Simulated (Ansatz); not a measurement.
ZnS:

```
CELL_PARAMETERS angstrom
0.00000 2.70200 2.70200
2.70200 0.00000 2.70200
2.70200 2.70200 0.00000
ATOMIC_POSITIONS crystal
Zn 0.75000 0.75000 0.75000
S 0.00000 0.00000 0.00000
```

Base run:

* Program: Ansatz 0.2.0
* Functional: r2SCAN50
* Potentials or basis: Ansatz PAW
* Cutoff: 500 eV (not typed: the program's choice for these potentials)
* k mesh: 5 × 5 × 5
* Occupations: fermi-dirac, width 0.05 eV
* Spin: no spin polarisation

Its results: band gap on the k mesh 6.07 eV, direct; pressure -0.3 GPa.

Task: The run is repeated on the same cell with these changes: functional from r2SCAN50 to PBEsol0; cutoff from 500 eV (not typed: the program's choice for these potentials) to 420 eV (not typed: the program's choice for these potentials). What comes out?

Result: Band gap on the k mesh 3.88 eV, direct; pressure -1.8 GPa.

Caveats: the PAW data sets come from PBE, with cores solved anew for the run's functional, which leaves a small shift of forces and pressure; the thresholds are loose for stress.
